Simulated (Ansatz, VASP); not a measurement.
One calculation of NaI, two programs

INCAR

```
PREC     = Accurate       # precision mode
ENCUT    = 520            # plane-wave cutoff, eV
EDIFF    = 1E-6           # SCF threshold, eV
ISMEAR   = -1             # smearing method
SIGMA    = 0.05           # smearing width, eV
LREAL    = F              # projectors in reciprocal space
LASPH    = T              # aspherical terms in the spheres
NELM     = 100            # most SCF steps
ALGO     = Normal         # electronic algorithm
ISIF     = 2              # what is computed and relaxed
LWAVE    = F              # write WAVECAR
LCHARG   = T              # write CHGCAR
GGA      = PS             # functional
LELF     = T              # ELF
LVHAR    = T            
NBANDS   = 14             # bands
```

The input KPOINTS:

```
regular mesh
0
Gamma
  7 7 7
```

Contents of POSCAR:

```
NaI
1.0
    0.0000000000      3.2578337372      3.2578337372
    3.2578337372      0.0000000000      3.2578337372
    3.2578337372      3.2578337372      0.0000000000
I Na
1 1
Direct
    0.5000000000      0.5000000000      0.5000000000
    0.0000000000      0.0000000000      0.0000000000
```

The input input.yaml:

```yaml
crystal:
  lattice:
    - [0.0, 3.2578337372, 3.2578337372]
    - [3.2578337372, 0.0, 3.2578337372]
    - [3.2578337372, 3.2578337372, 0.0]
  atoms:
    - { symbol: I, position: [0.5, 0.5, 0.5] }
    - { symbol: Na, position: [0.0, 0.0, 0.0] }
hamiltonian:
  xc: pbesol
  pseudopotentials: { kind: paw }
kpoints:
  mp_grid: { grid: [7, 7, 7] }
scf:
  occupations: { method: fermi_dirac, width: 0.05 }
output:
  forces: true
  stress: true
  eigenvalues: true
  write_density: true
  write_potential: true
  elf: true
  volumetric_format: npy
```

Alike in both runs: task single point; functional PBEsol; k mesh 7 × 7 × 7; occupations fermi-dirac, width 0.05 eV; no spin polarisation.

|  | VASP | Ansatz |
| --- | --- | --- |
| version | VASP 6.6.1 | Ansatz 0.2.0 |
| potentials or method | VASP PAW PBE potentials, release 64 (I, Na_pv) | Ansatz PAW |
| plane-wave cutoff (eV) | 520 | 420 |
| valence electrons in the cell | 14 | 26 |

```tsv
	VASP	Ansatz	Ansatz less VASP
gap on the k mesh at the Fermi level (eV)	3.46	3.46	+0.004
least direct gap on the mesh (eV)	3.46	3.46	+0.004
pressure (GPa)	-0.8	-0.8	-0.03
```

The two sets of potentials don't hold the same shells in valence.

Caveats: spin-orbit coupling is left out, which moves the levels of the heavy elements; the PAW data sets were made with another functional, which shifts forces and pressure a little (VASP); odd divisions of the mesh miss points on the zone boundary, where band edges often lie, so the gap on the mesh can be too wide (Ansatz); the PAW data sets come from PBE, with cores solved anew for the run's functional, which leaves a small shift of forces and pressure (Ansatz). PBEsol gaps usually lie below the measured ones, often by a third to a half.
